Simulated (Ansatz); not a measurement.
## CdS, space group Fm-3m: a calculation of the dielectric tensor and Born charges, step by step

Program: the Ansatz DFT code, driven from Python.

Contents of `POSCAR_cds`:
```text
CdS
1.0
   0.00000000    2.75324400    2.75324400
   2.75324400    0.00000000    2.75324400
   2.75324400    2.75324400    0.00000000
Cd S
1 1
Direct
   0.00000000    0.00000000    0.00000000
   0.50000000    0.50000000    0.50000000
```

The cells in order, each with its output:

**Cell 1**
```python
import ansatz
from ase.io import read
import numpy as np
```

**Cell 2**
```python
atoms = read('POSCAR_cds', format='vasp')
crystal = ansatz.Crystal.from_ase(atoms)
```

**Cell 3**
```python
job = (
    crystal.calculation()
    .functional(ansatz.Functional.PBESOL, dispersion='d3bjatm')
    .kpoints(mesh=(4, 4, 4), center='monkhorst-pack')
    .scf(tolerance=1e-05, lower_state_search='off')
    .occupations('fixed')
    .dielectric()
)
res = job.run(threads=1)
response = res.dielectric
eps = np.asarray(response.eps_inf)
```
Output:
```text
DeckWarning: basis.ecutwfc = 420 eV, auto-derived from the records' recommended cutoffs: set by Cd (normal level)
DeckWarning: crystal.symmetry: narrowed to the stabiliser of the k-point mesh — unitary ops 48 → 12; excluded 36 operations that carry a point of the 4×4×4 mesh (shift [0.5, 0.5, 0.5]) off the mesh [...]
```

**Cell 4**
```python
print(f'mean eps_inf {np.trace(eps) / 3:.3f}, fraction of exact exchange 1/eps = {3 / np.trace(eps):.3f}')
print(np.array2string(eps, precision=3, suppress_small=True))
for site, z in zip(res.lattice.sites, response.zstar_e):
    print(f'{site.symbol:2s} Z* trace/3 = {np.trace(z) / 3:+.3f} e')
print(f'charge neutrality missed by {response.zstar_sum_residual_pre_e:.4f} e before the sum rule')
```
Output:
```text
mean eps_inf 9.594, fraction of exact exchange 1/eps = 0.104
[[ 9.594 -0.     0.   ]
 [-0.     9.594 -0.   ]
 [ 0.    -0.     9.594]]
Cd Z* trace/3 = +3.016 e
S  Z* trace/3 = -3.016 e
charge neutrality missed by 0.0015 e before the sum rule
```

Notes:
- These settings explore the input space; cutoff and mesh may be short of convergence.
- The Fermi level of a run with fixed occupations marks the highest occupied state on its mesh, not mid-gap.
- The k-point mesh is coarse, and energy and stress weren't tested for convergence.
- This is a high-temperature or high-pressure form, not the ambient phase.
- Pressure is positive in compression.
- The structure comes from a database of computed cells and needn't be a stable or known phase.
- Warnings are shown shortened and without file and line.
- This is the electronic (clamped-ion) response; a semilocal gap that is too small tends to raise it. The typed mesh is that of the SCF; the response is solved on denser meshes that the run picks.
- The whole script took 37 s on 1 thread of Arm Neoverse V1 (shared host), peak memory 0.66 GiB.
